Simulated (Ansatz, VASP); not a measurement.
**Na: VASP beside Ansatz**

Contents of INCAR:

```
ALGO = Normal
EDIFF = 1E-6
ENCUT = 520
GGA = PS
ISIF = 2
ISMEAR = -1
LASPH = True
LCHARG = True
LELF = True
LREAL = False
LVHAR = True
LWAVE = False
NBANDS = 10
NELM = 60
PREC = Accurate
SIGMA = 0.03
```

KPOINTS

```
k-points
0
Gamma
  11 11 11
```

File POSCAR:

```
Na
1.0
   -2.1032881624      2.1032881624      2.1032881624
    2.1032881624     -2.1032881624      2.1032881624
    2.1032881624      2.1032881624     -2.1032881624
Na
1
Direct
    0.0000000000      0.0000000000      0.0000000000
```

Input for Ansatz:

```yaml
crystal:
  lattice:
    - [-2.1032881624, 2.1032881624, 2.1032881624]
    - [2.1032881624, -2.1032881624, 2.1032881624]
    - [2.1032881624, 2.1032881624, -2.1032881624]
  atoms:
    - { symbol: Na, position: [0.0, 0.0, 0.0] }
kpoints:
  mp_grid: { grid: [11, 11, 11] }
  band_path:
    path:
      - [0.0, 0.0, 0.0]
      - [0.5, -0.5, 0.5]
      - [0.0, 0.0, 0.5]
      - [0.0, 0.0, 0.0]
      - [0.25, 0.25, 0.25]
      - [0.5, -0.5, 0.5]
      - [0.25, 0.25, 0.25]
      - [0.0, 0.0, 0.5]
    npoints: 5
scf:
  occupations: { method: fermi_dirac, width: 0.03 }
hamiltonian:
  xc: pbesol
  pseudopotentials: { kind: all_electron, lapw: { basis_error: 0.0005 } }
output:
  forces: true
  stress: true
  eigenvalues: true
```

Change from the starting cell: volume scaled by 0.98.

Alike in both runs: task single point; functional PBEsol; k mesh 11 × 11 × 11; occupations fermi-dirac, width 0.03 eV; no spin polarisation.

|  | VASP | Ansatz |
| --- | --- | --- |
| version | VASP 6.6.1 | Ansatz 0.2.0 |
| potentials or method | VASP PAW PBE potentials, release 64 (Na_pv) | all-electron LAPW, scalar-relativistic |
| plane-wave cutoff (eV) | 520 | see its input |

```tsv
	VASP	Ansatz	Ansatz less VASP
pressure (GPa)	-0.2	-0.2	+0.02
```

Ansatz ran all-electron here, so the differences hold the error of VASP's frozen core and of both bases.

Caveats: the PAW data sets were made with another functional, which shifts forces and pressure a little (VASP).
